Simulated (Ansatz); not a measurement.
Theory: DFT PBE, scalar-relativistic, plane waves, PAW in Ansatz. Plane waves to 420 eV, a 6×6×4 mesh through Γ for the 9-atom cell and 0.02 eV Gaussian smearing; no spin polarisation.

Formation energies are uncorrected and refer to the elements' standard structures at the same level (O₂ as a molecule).

**Question.** Suggest a trial structure for a monoclinic wide-gap insulator with formula HfSi2O6, with a gap near 5.0 eV, a formation energy near −2.94 eV/atom and a density near 3.76 g/cm³, in a cell of 9 atoms.

**Answer.** HfSi2O6, space group C2 (No. 5). Hf is surrounded by 4 O at 1.94–1.96 Å; Si has 4 O at 1.63–1.64 Å; O on its first site has 1 Si at 1.63 Å and 1 Hf at 1.94 Å; O on its second site has 2 Si at 1.64 Å; 1 more site not described.

```
Hf Si O
1.0
     4.95536   -2.50794    0.00000
     4.95536    2.50794    0.00000
    -0.17646    0.00000    5.88222
Hf Si O
1 2 6
Direct
  0.45879 0.54121 0.00000
  0.51940 0.98656 0.65518
  0.01344 0.48060 0.34482
  0.79160 0.42957 0.20228
  0.30484 0.15509 0.43188
  0.57043 0.20840 0.79772
  0.12594 0.62858 0.18263
  0.84491 0.69516 0.56812
  0.37142 0.87406 0.81737
```

The volume per atom is 16.25 Å³ and the density is 3.76 g/cm³. The formation energy is −2.936 eV/atom. The gap on the 6×6×4 mesh of the 9-atom cell is 5.03 eV.

The cell was found from a structure generator's guess, not taken from experiment. Other answers may fit too; this one was computed.

These runs have no spin–orbit coupling, which can matter for Hf. Kohn–Sham gaps at this level usually fall short of measured ones. This cell was reached by moving the atoms of another relaxed cell at random and relaxing again, last within the group found; it had no such test of its own.
